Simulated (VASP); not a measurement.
Al2GaN3:

```
Al Ga N
1.0
    -1.59657    1.59657    6.77904
     1.59657   -1.59657    6.77904
     1.59657    1.59657   -6.77904
Al Ga N
2 1 3
Direct
  0.66667 0.66667 0.00000
  0.33333 0.33333 0.00000
  0.00000 0.00000 0.00000
  0.75000 0.25000 0.50000
  0.08333 0.58333 0.50000
  0.41667 0.91667 0.50000
```

The cell was built by a generator and needn't be a form met in nature.

| Item | Value |
| --- | --- |
| Program | VASP 6.6.1 |
| Task | relaxation of cell and atoms |
| Functional | PBE |
| Potentials or basis | VASP PAW PBE potentials, release 64 (Al, Ga_d, N) |
| Cutoff | 520 eV |
| k mesh | 6 × 6 × 6 |
| Occupations | gaussian, width 0.15 eV |
| Spin | no spin polarisation |

At the start: pressure -7.3 GPa; volume 11.52 Å³/atom.

Task: Where does the relaxation end?

Result: Over 5 steps the energy falls by 25.1 meV/atom and the volume is 11.02 Å³/atom (-4.4 %); space group I-4m2 (No. 119, to 0.05 Å).

Step by step:
| step | energy change (eV) | largest force (eV/Å) | pressure (GPa) | volume (Å³) |
| --- | --- | --- | --- | --- |
| 1 | 0.0000 | 1.1693 | -7.33 | 69.12 |
| 2 | -0.0915 | 0.7247 | 6.36 | 63.98 |
| 3 | -0.1273 | 0.4412 | 1.37 | 65.69 |
| 4 | -0.1496 | 0.1248 | 0.48 | 66.00 |
| 5 | -0.1507 | 0.0451 | -0.28 | 66.11 |

Final structure:
```yaml
crystal:
  lattice:
    - [-1.57411, 1.57411, 6.67010]
    - [1.57411, -1.57411, 6.67010]
    - [1.57411, 1.57411, -6.67010]
  atoms:
    - { symbol: Al, position: [0.66863, 0.66863, 0.00000] }
    - { symbol: Al, position: [0.33137, 0.33137, 0.00000] }
    - { symbol: Ga, position: [0.00000, 0.00000, 0.00000] }
    - { symbol: N, position: [0.75000, 0.25000, 0.50000] }
    - { symbol: N, position: [0.08836, 0.58836, 0.50000] }
    - { symbol: N, position: [0.41164, 0.91164, 0.50000] }
```

Caveat: the k mesh is coarse (spacing up to 0.46 Å⁻¹), so the values aren't converged.
